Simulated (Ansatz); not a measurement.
Level of theory: DFT PBE, scalar-relativistic, plane waves, PAW in Ansatz 0.2.0. Settings: cutoff 420 eV, Γ-centred meshes spaced at most about 0.3 Å⁻¹, and about 0.25 Å⁻¹ or finer for metals (2π included), Gaussian smearing. No spin polarisation.

All energies are static (0 K, no zero-point motion).

Two forms of ZrSi7 were relaxed alike.

A.

```
Zr Si
1.0
     0.00000    3.94339    3.94339
     3.94339    0.00000    3.94339
     3.94339    3.94339    0.00000
Zr Si
1 7
Direct
  0.00000 0.00000 0.00000
  0.00000 0.50000 0.50000
  0.50000 0.00000 0.50000
  0.50000 0.50000 0.50000
  0.00000 0.00000 0.50000
  0.50000 0.00000 0.00000
  0.00000 0.50000 0.00000
  0.50000 0.50000 0.00000
```

B.

```
Zr Si
1.0
     3.84178    2.21806    2.53605
    -3.84178    2.21806    2.53605
     0.00000   -4.43611    2.53605
Zr Si
1 7
Direct
  0.71517 0.71517 0.71517
  0.19762 0.86262 0.52402
  0.52402 0.19762 0.86262
  0.86262 0.52402 0.19762
  0.52402 0.86262 0.19762
  0.86262 0.19762 0.52402
  0.19762 0.52402 0.86262
  0.07917 0.07917 0.07917
```

Problem. Which is lower in energy, and by how much?

Solution. B is lower, by 83 meV/atom. A has Zr and Si ordered on fcc sites, space group Fm-3m (No. 225), 15.3 Å³/atom and no gap on its mesh; B has space group R3m (No. 160), 16.2 Å³/atom and no gap. Counting Si atoms around Zr (those within 1.25 times the shortest such distance or 1.15 times the sum of covalent radii, 1.27 where that leaves under three), A has Zr 12 and B has Zr 13. B holds Si–Si bonds in all directions (shortest 2.51 Å); in A the shortest Si–Si distance is 2.79 Å, near bonding range too. The lower one is the more open, so pressure narrows the difference. Even the lower one lies +0.09 eV/atom against the reference forms of the elements (uncorrected), so neither is stable at this level. In A, around Zr lie 12 Si at 2.79 Å; around Si on a site of symmetry mmm lie 10 Si at 2.79 Å and 2 Zr at 2.79 Å; around Si on a site of symmetry m-3m lie 12 Si at 2.79 Å. In B, Zr is surrounded by 13 Si at 2.77–2.92 Å; Si on a site of symmetry 1 has 6 Si at 2.51–2.69 Å, 2 Zr at 2.82–2.92 Å and 1 Si at 3.07 Å; Si on a site of symmetry 3m is surrounded by 6 Si at 2.69 Å, 1 Zr at 2.77 Å and 6 Si at 3.07 Å. Both come from invented guesses. The lowest form computed isn't among them: it has space group P2_1 (No. 4), 16.0 Å³/atom and lies 91 meV/atom below the best shown.

Cells relaxed within their symmetry can be saddle points. Some candidate types were left out of the draw beforehand, so a known form may be missing.
